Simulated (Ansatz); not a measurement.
## Au under changes of volume

One of the cells (19.549 Å³/atom); the others are scaled copies at fixed shape and fractional positions:

```
Au
1.0
     2.81549    0.00000    0.00000
    -0.01296    2.82018    0.00000
    -1.13789   -1.18541    4.92401
Au
2
Direct
  0.67286 0.66596 0.27405
  0.32714 0.33404 0.72594
```

This isn't the form of Au at room conditions, which is fcc.

```yaml
Program: Ansatz 0.2.0
Functional: r2SCAN
Potentials_or_basis: Ansatz PAW
Cutoff: "500 eV (not typed: the program's choice for these potentials)"
k_mesh: 10 × 10 × 6
Occupations: fermi-dirac, width 0.05 eV
Spin: no spin polarisation
```

```csv
volume (Å³/atom),energy over the lowest point (meV/atom),pressure (GPa),largest force (eV/Å)
18.376,6.16,4.1,0.077
18.767,0.00,1.0,0.055
19.158,?,?,?
19.549,8.18,-4.1,0.046
19.940,20.75,-6.2,0.057
20.331,37.96,-7.9,0.069
20.722,59.20,-9.5,0.082
```

Problem. What does the run at 19.158 Å³/atom give?

Solution. Energy over the lowest point 0.99 meV/atom; pressure -1.7 GPa; largest force 0.044 eV/Å.

Worked out: A Birch-Murnaghan fit of order 3 (a polynomial in V^(-2/3)) to the other rows has its minimum at 18.90 Å³/atom with B0 = V·E''(V) = 135 GPa and B' = 5.8 at fixed shape and positions, which overstates the stiffness. It gives 0.99 meV/atom at 19.158 Å³/atom, against the run's 0.99, and -dE/dV = -1.7 GPa, against -1.7.

Energies are extrapolated to zero smearing.

Caveats: the PAW data sets come from PBE, with cores solved anew for the run's functional, which leaves a small shift of forces and pressure.
